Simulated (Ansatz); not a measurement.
## Structure types of Ga at zero pressure (with spin–orbit coupling)

Structure types of Ga are relaxed in primitive cells with their symmetry kept at 0 GPa, first on PAW files, then by LAPW. The enthalpy is E + pV at zero temperature, without zero-point motion. Only the types listed were tried, and differences under about 5 meV/atom are mesh noise. Not among the end structures: fcc, which may lie lower.

Level of theory: DFT with PBE, with spin–orbit coupling, in Ansatz 0.2.0; Fermi–Dirac smearing of 0.05 eV, no spin polarisation. LAPW: all electrons, basis error target 0.5 meV/atom; PAW: frozen-core files, cutoff 420 eV.

k meshes: bcc 17×17×17, hcp 16×16×9, sc 15×15×15, diamond 12×12×12.

Problem. Order the types by LAPW enthalpy, lowest first.
A. sc
B. hcp
C. bcc
D. diamond

Solution. B (0 meV/atom), C (10 meV/atom), A (56 meV/atom), D (251 meV/atom).

```tsv
start type	ends as	a, b, c (Å)	V (Å³/atom)	H − H(lowest), LAPW (meV/atom)	same, PAW
bcc	bcc, Im-3m	3.376, 3.376, 3.376	19.23	10.2	10.2
hcp	hcp, P6_3/mmc	2.987, 2.987, 4.925	19.03	0.0	0.0
sc	sc, Pm-3m	2.722, 2.722, 2.722	20.17	55.6	55.7
diamond	diamond, Fd-3m	5.877, 5.877, 5.877	25.38	251.2	251.4
```
